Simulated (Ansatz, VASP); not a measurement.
One calculation of Be, two programs

```
Be
1.0
     0.00000    1.57791    1.57791
     1.57791    0.00000    1.57791
     1.57791    1.57791    0.00000
Be
1
Direct
  0.00000 0.00000 0.00000
```

Change from the starting cell: the structure that the rattled cell fell into.

Alike in both runs: task relaxation of cell and atoms; functional PBE; k mesh 30 × 30 × 30; occupations gaussian, width 0.1 eV; no spin polarisation.

```csv
,VASP,Ansatz
version,VASP 6.6.1,Ansatz 0.2.0
potentials or method,"VASP PAW PBE potentials, release 64 (Be)","scalar-relativistic, plane waves, PAW"
plane-wave cutoff (eV),600,420
valence electrons in the cell,2,2
```

```csv
,VASP,Ansatz,Ansatz less VASP
"gap on the k mesh at the Fermi level, each at its own relaxed structure (eV)",none,none,-
relaxed volume (Å³/atom),7.87,7.86,-0.007
relaxed cell length with the largest relative difference (Å),2.233,2.232,-0.0007
```

A gap of «none» marks a metal or a gap that the smearing closes.
